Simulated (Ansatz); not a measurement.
Mo:

```
Mo
1.0
    -1.58381    1.58381    1.58381
     1.58381   -1.58381    1.58381
     1.58381    1.58381   -1.58381
Mo
1
Cartesian
  0.0000 0.0000 0.0000
```

A run of Ansatz 0.2.0 on this cell left the log below. Logs are shortened: lines on timing, memory, paths and dates and some standing lists are left out, and cuts for length are marked.

```text
Warning: RAYON_NUM_THREADS=2 ignored (pool sized by the plan → 2); use --threads N
Engine: ansatz 0.2.0, x86_64-unknown-linux-gnu
Pseudopotentials: kind: paw
Pseudopotential: Mo, paw, valence charge 14, recommended cutoff 420 eV (normal), Mo.paw.azcp
Functional definition: PBEsol
  exchange = pbesol_x
  correlation = pbesol_c
Crystal: 1 atoms, lattice volume = 15.892 Å³
Basis set: ecut = 420 eV, 321 PW (Γ), exchange–correlation on 40×40×40 points (8 copies of the dense FFT grid, shifted against one another)
Bands: 11, of which v1, the nominal top of the filled ones, is band 7 counted from 1 (6 counted from 0)
Symmetry: 48 space group operations
Space group: Im-3m (ITA 229), of the structure as read, at distance tolerance 2.5e-5 Å
k-points: 35 of 729
Non-local potential: Mo, projectors of the file, l = 0: 3, l = 1: 2, l = 2: 2, l = 3: 1
PAW form: soft (Blöchl's): semilocal exchange-correlation on the pseudo side does not see the compensation charge
PAW frozen core: Mo, regenerated for the run's functional, and the local potential with it (the file was generated under x = pbe(κ = 0.804, μ = 0.2195149727645171), c = pbe(β = 0.06672455060314922))
PAW one-centre angular grid: Mo, 590 points (default); XC on 64 Gauss nodes
Initial density: superposition of atomic densities (neutral atoms: chi_scale 0, normalization atom), corrected by the library's trained network
Initial wavefunctions: pseudopotential atomic-orbital guess
Functional: x = pbesol(κ = 0.804, μ = 0.12345679012345678), c = pbesol(β = 0.046)
SCF iter   1: F=—  HF=-4897.472378 eV  |F-HF|=—  |Δ(HF+E_count)|=         —  Δρ=6.49e-3  dr2=4.60e-3  ethr=1.77e-3  ⟨swp⟩=5.0  Hψ=2242  notcnv=0
preconditioner: auto → none  [insulator: Δε(μ)=0.227 eV  Ē_g=8.225 eV  σ=0.050 eV  W_gap=0.58  n_scr=0 (ndim 8)  ℏωp=22.8 eV  f_vac=0.000  D(μ)=0.72/eV (n_scr^D=12)  ε∞_Penn≈8.7]
SCF iter   2: F=—  HF=-4897.470825 eV  |F-HF|=—  |Δ(HF+E_count)|=   1.55e-3  Δρ=2.50e-3  dr2=2.86e-4  ethr=3.28e-5  ⟨swp⟩=2.5  Hψ=903  notcnv=0
SCF iter   3: F=—  HF=-4897.470796 eV  |F-HF|=—  |Δ(HF+E_count)|=   2.82e-5  Δρ=9.69e-4  dr2=4.21e-5  ethr=2.04e-6  ⟨swp⟩=1.0  Hψ=384  notcnv=0
SCF iter   4: F=—  HF=-4897.470795 eV  |F-HF|=—  |Δ(HF+E_count)|=   1.20e-6  Δρ=4.38e-5  dr2=1.15e-7  ethr=3.01e-7  ⟨swp⟩=1.0  Hψ=390  notcnv=0
[... 69 lines left out ...]
  Σ components = -4897.470796   (vs F -4897.470796, Δ=0.00e0)
--- Forces (eV/Å), atoms counted from 1 ---
  atom   1  Mo    -0.00000000    -0.00000000     0.00000000
  max |Σ_I F_I| component: 3.29e-32 eV/Å
--- Stress (GPa, compression-positive) ---
       -9.795726      -0.000000       0.000000
       -0.000000      -9.795726       0.000000
        0.000000       0.000000      -9.795726
  P = ⅓ Tr σ = -9.7957 GPa (-97.957 kbar)
--- Band table (eV; the first three rows and the last of 35) ---
  k-point 0: bands = ["-40.6327", "-13.9489", "-13.9489", "-13.9489", "13.3512", "19.2305", "19.2305", "19.2305", "22.1813", "22.1813", "35.2139"]
  k-point 1: bands = ["-40.6041", "-14.1154", "-14.0006", "-13.9501", "13.8713", "18.9444", "19.1655", "19.7292", "21.8213", "22.1949", "35.5520"]
  k-point 2: bands = ["-40.5311", "-14.5242", "-14.1292", "-13.9532", "15.0592", "18.2964", "18.9674", "21.1383", "21.6108", "22.2933", "35.4865"]
  k-point 34: bands = ["-40.2190", "-14.8744", "-14.8442", "-14.8442", "15.3741", "15.4604", "23.7659", "23.7659", "24.2490", "28.7217", "30.4512"]
--- Elastic constants: 2 strain directions × 2 members + reference (group order 48) ---
  dense FFT box of the reference and of every strained cell: 20×20×20
  strains applied: 11, 23; error gains: componentwise 1.00 (the most a stress slope's error grows in a printed constant), spectral 1.73 (1 for all six strains in a standard setting)
  C = ∂σ_k/∂η_j (tension-positive GPa; Voigt order 11 22 33 23 13 12):
       431.264    145.572    145.572      0.000      0.000      0.000
       145.572    431.264    145.572     -0.000      0.000      0.000
       145.572    145.572    431.264     -0.000      0.000      0.000
        -0.000     -0.000      0.000     95.921     -0.000     -0.000
         0.000     -0.000     -0.000      0.000     95.921      0.000
        -0.000      0.000     -0.000     -0.000     -0.000     95.921
  reference stress σ⁰ (GPa):      9.796      9.796      9.796     -0.000     -0.000      0.000
  C* (energy form; C + prestress term) asymmetry max|C*_kj − C*_jk| = 2.842e-14 GPa — a small one proves nothing (zero by symmetry where the batch's group is 432, −43m or m−3m); a large one is finite-difference/SCF noise where every solve meets its electron count
  moduli (Voigt/Reuss/Hill, GPa): K = 240.80/240.80/240.80   G = 114.69/110.43/112.56   E = 292.16   ν = 0.298
  mechanically stable: yes (min eigenvalue of sym C = 95.92 GPa)
  strain η (Voigt 11):  stress-route row diagonal C_11 = 431.26 GPa, energy-path curvature d²(F+E_count+ΔE)/dδ²/Ω₀ = 431.24 GPa
         δ    σ_11 (GPa)             F (eV)   n_scf  n_hpsi   n_pw
    -2.000e-3       8.9269       -4897.4726554       7   14800    325   relax 0 steps, max|allowed force component| 0.00e0 eV/Å
     2.000e-3      10.6520       -4897.4687685       4   12186    325   relax 0 steps, max|allowed force component| 0.00e0 eV/Å
  strain η (Voigt 23):  stress-route row diagonal C_44 = 95.92 GPa, energy-path curvature d²(F+E_count+ΔE)/dδ²/Ω₀ = 91.08 GPa
         δ    σ_23 (GPa)             F (eV)   n_scf  n_hpsi   n_pw
    -2.000e-3      -0.1918       -4897.4707794       6   22942    325   relax 0 steps, max|allowed force component| 0.00e0 eV/Å
     2.000e-3       0.1918       -4897.4707794       4   19148    325   relax 0 steps, max|allowed force component| 0.00e0 eV/Å
```

**Question.** What input gives this log?

**Answer.** Elastic constants with PBEsol, no spin polarisation. The files as run (others can give the same):

input.yaml
```yaml
crystal:
  lattice:
    - [-1.5838089719, 1.5838089719, 1.5838089719]
    - [1.5838089719, -1.5838089719, 1.5838089719]
    - [1.5838089719, 1.5838089719, -1.5838089719]
  atoms:
    - { symbol: Mo, position: [0.0, 0.0, 0.0] }
hamiltonian:
  xc: pbesol
  pseudopotentials: { kind: paw }
kpoints:
  mp_grid: { grid: [9, 9, 9] }
scf:
  occupations: { method: fermi_dirac, width: 0.05 }
output:
  forces: true
  stress: true
elastic:
  mode: relaxed_ion
  stencil: two_point
```

Potentials or basis: Ansatz PAW.
Command:
```sh
$ ansatz run input.yaml --threads 2 --pin off --max-ram 5632MiB --backend cpu --events-out ev --progress --plain --runs-dir out
```

Caveat: the cell is more than 3 GPa from zero pressure, which shifts response properties; elastic constants of metals need much finer meshes, so these are rough; the PAW data sets come from PBE, with cores solved anew for the run's functional, which leaves a small shift of forces and pressure.
